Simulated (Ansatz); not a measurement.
Zincblende NaI (r2SCAN geometry), in Ansatz:

```
Na I
1.0
     0.00000    3.54319    3.54319
     3.54319    0.00000    3.54319
     3.54319    3.54319    0.00000
Na I
1 1
Direct
  0.00000 0.00000 0.00000
  0.25000 0.25000 0.25000
```

G0W0@PBE with 487 empty bands, a screening cutoff of 180 eV and a 4×4×4 mesh (PAW, contour deformation) gives 6.136 eV over the mesh points, from a PBE gap of 3.825 eV; it sums over 500 bands with 531 plane waves in the screening and a wave cutoff of 420 eV. No extrapolation in bands, cutoff or mesh was made for G0W0. All values are calculated for a non-magnetic cell, which may be hypothetical.

(1) Estimate the gap with empty bands 202, screening cutoff 100 eV.

(2) Estimate the gap with empty bands 946, screening cutoff 260 eV.

(3) Estimate the gap with starting point PBE0.

(4) Estimate the gap with starting point HSE06.

Answers

(1) 6.029 eV (-0.107 eV), from a Kohn-Sham gap of 3.825 eV.

(2) 6.171 eV (+0.035 eV), from a Kohn-Sham gap of 3.825 eV.

(3) 6.865 eV (+0.729 eV), from a Kohn-Sham gap of 5.513 eV.

(4) 6.636 eV (+0.500 eV), from a Kohn-Sham gap of 4.812 eV.

Spin-orbit coupling is left out, which matters wherever the heavy atoms make up the band edges.
